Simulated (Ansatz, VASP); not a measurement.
# Cross-check of GaN between VASP and Ansatz

Wanted: the spread between two codes on one cell, functional and k mesh. The cell is taken from a series of runs on this material, whose earlier steps may have relaxed, scaled, displaced or heated it; both programs get it as it stands.

Program: Ansatz 0.2.0. Level of theory: plane waves, with VASP 6.6.1 beside it; zone-centre phonons at LDA. Results are calculated unless marked as measured.

**1. Starting point**

Symmetry: I-4m2, No. 119, tetragonal system. Conventional cell: a = 3.118 Å, b = 3.118 Å, c = 4.589 Å, α = 90.00°, β = 90.00°, γ = 90.00°. Nearest to N lie 4 Ga at 1.94 Å. Nearest to Ga lie 4 N at 1.94 Å. Farther neighbours and most contacts between anions are not listed.

Structure file:

```xyz
2
Lattice="0.0000 2.2049 2.2944 2.2049 0.0000 2.2944 2.2049 2.2049 0.0000" Properties=species:S:1:pos:R:3 pbc="T T T"
N     1.1024    1.1024    1.1472
Ga    0.0000    0.0000    0.0000
```

**2. VASP: zone-centre phonons, LDA**

Second derivatives magnify differences that forces hide, and they need a tight electronic threshold.

Lines of VASP's logs that name or quote its potential files are left out, and so is its time.

Contents of INCAR:

```
SYSTEM = GaN
PREC = Accurate
ENCUT = 600
EDIFF = 1E-08
NELM = 120
ISMEAR = 0
SIGMA = 0.01
LREAL = .FALSE.
ALGO = Normal
GGA = CA
NBANDS = 15
LORBIT = 11
LWAVE = .FALSE.
LCHARG = .FALSE.
ISIF = 2
IBRION = 8
LEPSILON = .TRUE.
LASPH = .TRUE.
GGA_COMPAT = .FALSE.
EFERMI = MIDGAP
KPAR = 2
```

Contents of POSCAR:

```
GaN
1.0
    0.0000000000      2.2048992332      2.2944305881
    2.2048992332      0.0000000000      2.2944305881
    2.2048992332      2.2048992332      0.0000000000
N Ga
1 1
Direct
    0.2500000000      0.2500000000      0.2500000000
    0.0000000000      0.0000000000      0.0000000000
```

Contents of KPOINTS:

```
Automatic mesh
0
Gamma
12 12 12
0 0 0
```

Potentials, in the order of the species: N and Ga_d (LDA family, release 64).

Run with:

```console
> mpirun -np 2 vasp_std
```

Numbers of over 12 decimals in the logs are rounded to 6 here.

Log:

```text
[banner, memory and clock lines left out]
running    2 mpi-ranks, on    1 nodes
 distrk:  each k-point on    1 cores,    2 groups
 distr:  one band on    1 cores,    1 groups

 POSCAR found type information on POSCAR N Ga
 POSCAR found :  2 types and       2 ions
 LDA part: xc-table for (Slater(with rela. corr.)+CA(PZ))
 , standard interpolation
 POSCAR, INCAR and KPOINTS ok, starting setup
 FFT: planning ... GRIDC
 FFT: planning ... GRID_SOFT
 FFT: planning ... GRID
 WAVECAR not read
 entering main loop
       N       E                     dE             d eps       ncg     rms          rms(c)
DAV:   1     0.855012661100E+02    0.85501E+02   -0.10344E+04  5504   0.236E+03
DAV:   2    -0.982647519563E+01   -0.95328E+02   -0.88585E+02  5646   0.356E+02
DAV:   3    -0.159262419749E+02   -0.60998E+01   -0.60747E+01  5548   0.759E+01
DAV:   4    -0.159940092847E+02   -0.67767E-01   -0.67758E-01  5980   0.849E+00
DAV:   5    -0.159949033358E+02   -0.89405E-03   -0.89404E-03  5975   0.924E-01    0.757E+00
DAV:   6    -0.139903815245E+02    0.20045E+01   -0.52199E+00  7335   0.439E+01    0.265E+00
DAV:   7    -0.139624884326E+02    0.27893E-01   -0.26541E-01  5681   0.649E+00    0.168E+00
DAV:   8    -0.139378525640E+02    0.24636E-01   -0.72618E-02  5772   0.301E+00    0.710E-01
DAV:   9    -0.139343821330E+02    0.34704E-02   -0.12657E-02  6607   0.247E+00    0.206E-01
DAV:  10    -0.139344731029E+02   -0.90970E-04   -0.15553E-03  6019   0.562E-01    0.860E-02
DAV:  11    -0.139344003228E+02    0.72780E-04   -0.23701E-04  7512   0.291E-01    0.139E-02
DAV:  12    -0.139344022974E+02   -0.19746E-05   -0.18398E-05  5457   0.491E-02    0.366E-03
DAV:  13    -0.139344022599E+02    0.37499E-07   -0.66864E-07  7830   0.150E-02    0.222E-03
DAV:  14    -0.139344022634E+02   -0.34543E-08   -0.44343E-08  5457   0.218E-03
   1 F= -.13934402E+02 E0= -.13934402E+02  d E =0.000000E+00
 Linear response reoptimize wavefunctions to high precision
DAV:   1    -0.139344022627E+02    0.70213E-09   -0.16144E-09  4328   0.393E-04
DAV:   2    -0.139344022627E+02   -0.19099E-10   -0.26096E-10  3110   0.177E-04
 Linear response G [H, r] |phi>, progress :
  Direction:   1
       N       E                     dE             d eps       ncg     rms
 LRF_COMMUTATOR internal error: the vector H(1)-e(1) S(1) |phi(0)> is not orthog
 onal to |phi(0)> (1.001458678435707E-004,-1.332267629550188E-015)
 LRF_COMMUTATOR internal error: the vector H(1)-e(1) S(1) |phi(0)> is not orthog
 onal to |phi(0)> (1.020993718641172E-004,4.880817972008344E-014)
 LRF_COMMUTATOR internal error: the vector H(1)-e(1) S(1) |phi(0)> is not orthog
 onal to |phi(0)> (1.028329482262169E-004,-4.287542543224276E-014)
 LRF_COMMUTATOR internal error: the vector H(1)-e(1) S(1) |phi(0)> is not orthog
 onal to |phi(0)> (1.064606825579555E-004,1.491862189340054E-016)
 LRF_COMMUTATOR internal error: the vector H(1)-e(1) S(1) |phi(0)> is not orthog
 onal to |phi(0)> (1.132144915227951E-004,-2.091382622637639E-014)
 LRF_COMMUTATOR internal error: the vector H(1)-e(1) S(1) |phi(0)> is not orthog
 onal to |phi(0)> (1.551599903632621E-004,-4.070702108727176E-014)
 LRF_COMMUTATOR internal error: the vector H(1)-e(1) S(1) |phi(0)> is not orthog
 onal to |phi(0)> (1.019057700749060E-004,5.190292640122607E-015)
 LRF_COMMUTATOR internal error: the vector H(1)-e(1) S(1) |phi(0)> is not orthog
 onal to |phi(0)> (-1.067671921538629E-004,7.244205235679146E-015)
 LRF_COMMUTATOR internal error: the vector H(1)-e(1) S(1) |phi(0)> is not orthog
 onal to |phi(0)> (1.309297018537887E-004,4.402728182029136E-015)
 LRF_COMMUTATOR internal error: the vector H(1)-e(1) S(1) |phi(0)> is not orthog
 onal to |phi(0)> (1.019556536225336E-004,-6.366435156834882E-016)
 LRF_COMMUTATOR internal error: the vector H(1)-e(1) S(1) |phi(0)> is not orthog
 onal to |phi(0)> (-1.032196704855437E-004,3.441691376337985E-015)
 LRF_COMMUTATOR internal error: the vector H(1)-e(1) S(1) |phi(0)> is not orthog
 onal to |phi(0)> (1.032479283042953E-004,-4.163336342344337E-016)
 LRF_COMMUTATOR internal error: the vector H(1)-e(1) S(1) |phi(0)> is not orthog
 onal to |phi(0)> (1.274868142826374E-004,2.768618667658984E-014)
 LRF_COMMUTATOR internal error: the vector H(1)-e(1) S(1) |phi(0)> is not orthog
 onal to |phi(0)> (-1.040296320975465E-004,-1.276756478318930E-015)
 LRF_COMMUTATOR internal error: the vector H(1)-e(1) S(1) |phi(0)> is not orthog
 onal to |phi(0)> (1.158339854117063E-004,-8.812395257962180E-015)
 LRF_COMMUTATOR internal error: the vector H(1)-e(1) S(1) |phi(0)> is not orthog
 onal to |phi(0)> (-1.252083831903483E-004,3.480549182199866E-014)
 LRF_COMMUTATOR internal error: the vector H(1)-e(1) S(1) |phi(0)> is not orthog
 onal to |phi(0)> (1.104319333239839E-004,-4.256317520656694E-014)
 LRF_COMMUTATOR internal error: the vector H(1)-e(1) S(1) |phi(0)> is not orthog
 onal to |phi(0)> (-1.079963980128718E-004,-5.825895321720509E-014)
 LRF_COMMUTATOR internal error: the vector H(1)-e(1) S(1) |phi(0)> is not orthog
[...]
RMM:   5    -0.312252550611E+00   -0.36918E-05   -0.98413E-06 10437   0.211E-02
RMM:   6    -0.312252619949E+00   -0.69338E-07   -0.65450E-07 10450   0.618E-03
RMM:   7    -0.312252643969E+00   -0.24020E-07   -0.84336E-08 10086   0.193E-03
RMM:   8    -0.312252643600E+00    0.36966E-09    0.18521E-09  8388   0.648E-04
[...]
RMM:   2    -0.310367060777E+00   -0.26506E+00   -0.29261E-02 17138   0.148E+00    0.850E-01
RMM:   3    -0.305210053038E+00    0.51570E-02   -0.47215E-03 17037   0.573E-01    0.484E-01
RMM:   4    -0.313432776843E+00   -0.82227E-02   -0.46675E-03 17111   0.588E-01    0.345E-02
RMM:   5    -0.313544712951E+00   -0.11194E-03   -0.29061E-04 17661   0.140E-01    0.294E-02
RMM:   6    -0.313603945826E+00   -0.59233E-04   -0.29707E-05 17238   0.397E-02    0.143E-02
RMM:   7    -0.313822488334E+00   -0.21854E-03   -0.48203E-06 16963   0.169E-02    0.213E-03
RMM:   8    -0.313823465771E+00   -0.97744E-06   -0.53156E-07 17863   0.530E-03    0.255E-04
RMM:   9    -0.313826700976E+00   -0.32352E-05   -0.25228E-08 17571   0.125E-03    0.872E-05
RMM:  10    -0.313825738902E+00    0.96207E-06   -0.10324E-08 17396   0.331E-04    0.165E-05
RMM:  11    -0.313825344294E+00    0.39461E-06   -0.29237E-09 10261   0.934E-05    0.123E-05
RMM:  12    -0.313825465370E+00   -0.12108E-06    0.99296E-10  5741   0.541E-05    0.235E-06
 change of polarisation eV/A/(eV/A) component  3 :     0.170     0.022     0.596
 dielectric tensor                  component  3 :     1.377     0.179     5.835
 Linear response DOF=           4
 Linear response progress:
  Degree of freedom:   1/  4
       N       E                     dE             d eps       ncg     rms          rms(c)
RMM:   1    -0.235982161229E+00   -0.23598E+00    0.88423E-02 33717   0.397E+00
RMM:   2    -0.227062883763E+00    0.89193E-02   -0.85046E-03 24717   0.104E+00    0.142E-01
RMM:   3    -0.228144067760E+00   -0.10812E-02   -0.15323E-03 27416   0.334E-01    0.698E-02
RMM:   4    -0.229339517303E+00   -0.11954E-02   -0.33998E-04 27253   0.130E-01    0.177E-02
RMM:   5    -0.229427478301E+00   -0.87961E-04   -0.12130E-05 28073   0.306E-02    0.280E-03
RMM:   6    -0.229372884801E+00    0.54593E-04   -0.85425E-07 27303   0.802E-03    0.125E-03
RMM:   7    -0.229366247990E+00    0.66368E-05   -0.37893E-08 28947   0.200E-03    0.208E-04
RMM:   8    -0.229364474427E+00    0.17736E-05   -0.37880E-09 28391   0.517E-04    0.251E-05
RMM:   9    -0.229364092757E+00    0.38167E-06    0.20903E-09 28847   0.161E-04    0.117E-05
RMM:  10    -0.229364278480E+00   -0.18572E-06    0.16869E-09 28402   0.713E-05    0.106E-06
RMM:  11    -0.229364274296E+00    0.41841E-08    0.22439E-09 28490   0.384E-05    0.446E-07
 first order change of Fermi-energy   0.91844E-04
 force on displaced ion       1 direction 1 : -12.717   0.000  -0.000
 Born effective charge ion    1 direction 1 :  -2.609   0.000   0.000
 Linear response progress:
  Degree of freedom:   2/  4
       N       E                     dE             d eps       ncg     rms          rms(c)
RMM:   1    -0.235620326863E+00   -0.23562E+00    0.97345E-02 19335   0.405E+00
RMM:   2    -0.226808585150E+00    0.88117E-02   -0.86741E-03 14515   0.103E+00    0.143E-01
RMM:   3    -0.227865074132E+00   -0.10565E-02   -0.15513E-03 16070   0.333E-01    0.701E-02
RMM:   4    -0.229063615325E+00   -0.11985E-02   -0.36760E-04 15954   0.134E-01    0.173E-02
RMM:   5    -0.229127122241E+00   -0.63507E-04   -0.12290E-05 16465   0.309E-02    0.268E-03
RMM:   6    -0.229081464699E+00    0.45658E-04   -0.85039E-07 16135   0.798E-03    0.127E-03
RMM:   7    -0.229075773439E+00    0.56913E-05   -0.43581E-08 16909   0.196E-03    0.263E-04
RMM:   8    -0.229073817268E+00    0.19562E-05   -0.53131E-09 16735   0.537E-04    0.306E-05
RMM:   9    -0.229073536083E+00    0.28118E-06   -0.26610E-09 16985   0.163E-04    0.103E-05
RMM:  10    -0.229073636557E+00   -0.10047E-06   -0.24900E-09 16805   0.717E-05    0.194E-06
RMM:  11    -0.229073648812E+00   -0.12254E-07   -0.24306E-09 16566   0.409E-05    0.543E-07
RMM:  12    -0.229073645628E+00    0.31841E-08   -0.25634E-09 15258   0.315E-05    0.178E-07
 first order change of Fermi-energy  -0.94225E+00
 force on displaced ion       1 direction 3 :  -0.000  -0.000 -13.321
 Born effective charge ion    1 direction 3 :   0.000   0.000  -2.681
 Linear response progress:
  Degree of freedom:   3/  4
       N       E                     dE             d eps       ncg     rms          rms(c)
RMM:   1    -0.162954506858E+00   -0.16295E+00    0.27935E-01 18247   0.923E+00
RMM:   2    -0.160988338565E+00    0.19662E-02   -0.34681E-02 27917   0.168E+00    0.550E-02
RMM:   3    -0.161146780562E+00   -0.15844E-03   -0.23968E-03 28295   0.395E-01    0.333E-02
RMM:   4    -0.160763223285E+00    0.38356E-03   -0.15371E-04 29715   0.111E-01    0.343E-03
RMM:   5    -0.160774154319E+00   -0.10931E-04   -0.12220E-05 30487   0.323E-02    0.206E-03
RMM:   6    -0.160769496507E+00    0.46578E-05   -0.12642E-06 30566   0.104E-02    0.327E-04
RMM:   7    -0.160769644595E+00   -0.14809E-06   -0.57283E-08 30984   0.366E-03    0.207E-04
RMM:   8    -0.160769646944E+00   -0.23484E-08   -0.25127E-08 30666   0.129E-03    0.331E-05
 first order change of Fermi-energy  -0.23777E-04
 force on displaced ion       2 direction 1 : -12.736   0.000  -0.000
 Born effective charge ion    2 direction 1 :   2.608   0.000   0.000
 Linear response progress:
  Degree of freedom:   4/  4
       N       E                     dE             d eps       ncg     rms          rms(c)
RMM:   1    -0.163841271575E+00   -0.16384E+00    0.23958E-01 10731   0.905E+00
RMM:   2    -0.161422503750E+00    0.24188E-02   -0.33672E-02 16206   0.164E+00    0.563E-02
RMM:   3    -0.161554163408E+00   -0.13166E-03   -0.26870E-03 16547   0.403E-01    0.341E-02
RMM:   4    -0.161165193000E+00    0.38897E-03   -0.18509E-04 17259   0.112E-01    0.372E-03
RMM:   5    -0.161177080010E+00   -0.11887E-04   -0.11909E-05 17758   0.315E-02    0.220E-03
RMM:   6    -0.161171775906E+00    0.53041E-05   -0.13300E-06 17759   0.998E-03    0.329E-04
RMM:   7    -0.161171878687E+00   -0.10278E-06   -0.25520E-07 18044   0.338E-03    0.250E-04
RMM:   8    -0.161171822291E+00    0.56396E-07    0.91367E-08 17740   0.118E-03    0.262E-05
RMM:   9    -0.161171935027E+00   -0.11274E-06    0.13656E-08 18185   0.439E-04    0.114E-05
RMM:  10    -0.161171869790E+00    0.65237E-07    0.68489E-08 17965   0.179E-04    0.397E-06
RMM:  11    -0.161171850609E+00    0.19181E-07    0.12289E-07 18068   0.869E-05    0.184E-06
RMM:  12    -0.161171845058E+00    0.55514E-08    0.57586E-08 17968   0.547E-05    0.488E-07
 first order change of Fermi-energy   0.94342E+00
 force on displaced ion       2 direction 3 :  -0.000  -0.000 -13.337
 Born effective charge ion    2 direction 3 :   0.000   0.000   2.680
 Born effective charges drift removed
 Linear response finished
```

OUTCAR, selected parts (step 2):

```text
ion  position               nearest neighbor table
   1  0.250  0.250  0.250-   2 1.94   2 1.94   2 1.94   2 1.94
   2  0.000  0.000  0.000-   1 1.94   1 1.94   1 1.94   1 1.94

  LATTYP: Found a body centered tetragonal cell.
 ALAT       =     3.1181983993
 C/A-ratio  =     1.4716386158

 Subroutine GETGRP returns: Found  8 space group operations
 (whereof  8 operations were pure point group operations)

The static configuration has the point symmetry D_2d.

 Found    163 irreducible k-points:

   k-points           NKPTS =    163   k-points in BZ     NKDIM =    163   number of bands    NBANDS=     15

   dimension x,y,z NGX =    28 NGY =   28 NGZ =   28
   dimension x,y,z NGXF=    56 NGYF=   56 NGZF=   56

   ENCUT  =  600.0 eV  44.10 Ry    6.64 a.u.   6.36  6.36  6.23*2*pi/ulx,y,z

   NELECT =      18.0000    total number of electrons

 k-points in reciprocal lattice and weights: Automatic mesh
   0.00000000  0.00000000  0.00000000       0.001
   0.08333333  0.00000000  0.00000000       0.005
   0.16666667  0.00000000  0.00000000       0.005
   0.25000000  0.00000000  0.00000000       0.005
   0.33333333  0.00000000  0.00000000       0.005
   0.41666667 -0.00000000  0.00000000       0.005
   0.50000000  0.00000000  0.00000000       0.002
   0.08333333  0.08333333  0.00000000       0.001
   0.16666667  0.08333333  0.00000000       0.005
[...]
-0.33333333  0.16666667  0.50000000       0.002
  -0.25000000  0.25000000  0.50000000       0.001

 average (electrostatic) potential at core
       1 -61.7316       2 -64.4710

  Total        0.1335842      0.1335842     -0.6541940      0.0000000      0.0000000      0.0000000
  in kB        9.5936375      9.5936375    -46.9823519      0.0000000      0.0000000      0.0000000
  external PRESSURE =      -9.2650257 kB  Pullay stress =       0.0000000 kB

  energy-cutoff  :      600.00
  volume of cell :       22.31
      direct lattice vectors                 reciprocal lattice vectors
     0.000000000  2.204899233  2.294430588    -0.226767733  0.226767733  0.217918992
     2.204899233  0.000000000  2.294430588     0.226767733 -0.226767733  0.217918992
     2.204899233  2.204899233  0.000000000     0.226767733  0.226767733 -0.217918992

 POSITION                                       TOTAL-FORCE (eV/Angst)
 -----------------------------------------------------------------------------------
      1.10245      1.10245      1.14722        -0.000000     -0.000000      0.000000
      0.00000      0.00000      0.00000         0.000000      0.000000      0.000000
 -----------------------------------------------------------------------------------
    total drift:                                0.000000      0.000000      0.000000

 MACROSCOPIC STATIC DIELECTRIC TENSOR (including local field effects in DFT)
 ------------------------------------------------------
           5.765963    -0.000000     0.000000
           0.000000     5.765963     0.000000
          -0.000000    -0.000000     5.835040
 ------------------------------------------------------

 PIEZOELECTRIC TENSOR (including local field effects)  for field in x, y, z        (C/m^2)
          XX          YY          ZZ          XY          YZ          ZX
  --------------------------------------------------------------------------------
  x     0.00000     0.00000    -0.00000     0.00000    -1.02916     0.00000
  y     0.00000     0.00000    -0.00000     0.00000     0.00000    -1.02916
  z     0.00000     0.00000     0.00000    -0.98301     0.00000     0.00000

 BORN EFFECTIVE CHARGES (including local field effects) (in |e|, cummulative output)
 ---------------------------------------------------------------------------------
 ion    1
    1    -2.60852     0.00000     0.00000
    2     0.00000    -2.60852     0.00000
    3     0.00000     0.00000    -2.68062
 ion    2
    1     2.60852     0.00000     0.00000
    2     0.00000     2.60852     0.00000
    3     0.00000     0.00000     2.68062

 Eigenvectors and eigenvalues of the dynamical matrix
 ----------------------------------------------------

   1 f  =   16.711491 THz   105.001395 2PiTHz  557.435340 cm-1    69.113143 meV
             X         Y         Z           dx          dy          dz
      1.102450  1.102450  1.147215     0.000000   -0.000000   -0.912470
      0.000000  0.000000  0.000000    -0.000000    0.000000    0.409143

   2 f  =   16.328876 THz   102.597352 2PiTHz  544.672666 cm-1    67.530773 meV
             X         Y         Z           dx          dy          dz
      1.102450  1.102450  1.147215    -0.000000    0.912449   -0.000000
      0.000000  0.000000  0.000000     0.000000   -0.409190    0.000000

   3 f  =   16.328876 THz   102.597352 2PiTHz  544.672666 cm-1    67.530773 meV
             X         Y         Z           dx          dy          dz
      1.102450  1.102450  1.147215     0.912449    0.000000   -0.000000
      0.000000  0.000000  0.000000    -0.409190   -0.000000    0.000000

   4 f/i=    0.003813 THz     0.023958 2PiTHz    0.127191 cm-1     0.015770 meV
             X         Y         Z           dx          dy          dz
      1.102450  1.102450  1.147215    -0.000000   -0.000000    0.409143
      0.000000  0.000000  0.000000    -0.000000   -0.000000    0.912470

   5 f/i=    0.004561 THz     0.028660 2PiTHz    0.152150 cm-1     0.018864 meV
             X         Y         Z           dx          dy          dz
      1.102450  1.102450  1.147215    -0.022377   -0.408578   -0.000000
      0.000000  0.000000  0.000000    -0.049897   -0.911084   -0.000000

   6 f/i=    0.004561 THz     0.028660 2PiTHz    0.152150 cm-1     0.018864 meV
             X         Y         Z           dx          dy          dz
      1.102450  1.102450  1.147215    -0.408578    0.022377    0.000000
      0.000000  0.000000  0.000000    -0.911084    0.049897    0.000000

 MACROSCOPIC STATIC DIELECTRIC TENSOR IONIC CONTRIBUTION
 ------------------------------------------------------
           4.336707    -0.000000    -0.000000
          -0.000000     4.336707    -0.000000
          -0.000000    -0.000000     4.372825
 ------------------------------------------------------

 ELASTIC MODULI CONTR FROM IONIC RELAXATION (kBar)
 Direction    XX          YY          ZZ          XY          YZ          ZX
 --------------------------------------------------------------------------------
 XX           0.0000      0.0000      0.0000      0.0000      0.0000      0.0000
 YY           0.0000      0.0000      0.0000      0.0000      0.0000      0.0000
 ZZ           0.0000      0.0000      0.0000      0.0000      0.0000      0.0000
 XY           0.0000      0.0000      0.0000   -419.2309      0.0000      0.0000
 YZ           0.0000      0.0000      0.0000      0.0000   -403.7709      0.0000
 ZX           0.0000      0.0000      0.0000      0.0000      0.0000   -385.2686
 --------------------------------------------------------------------------------

 PIEZOELECTRIC TENSOR IONIC CONTR  for field in x, y, z        (C/m^2)
          XX          YY          ZZ          XY          YZ          ZX
  --------------------------------------------------------------------------------
  x     0.00000     0.00000     0.00000    -0.00000     1.24514    -0.00000
  y     0.00000     0.00000     0.00000    -0.00000    -0.00000     1.21628
  z     0.00000     0.00000     0.00000     1.27403    -0.00000    -0.00000
```

The dielectric response converges more slowly with the mesh than energies do, so tensor and charges may still move on a finer one.

(Part 1 of 2 ends here.)

[Lines on the potential files, build, host, timing and source positions are cut from VASP's logs without a mark.]

[Logs are printed without paths, hosts, clocks, repeated set-up lines and the standing remarks that a program may print on its own settings, such as how far it seeks lower states.]

[Hosts, paths, dates, database ids (printed as entryN), source tags and the programs' standing remarks are cut or masked in the printed files.]
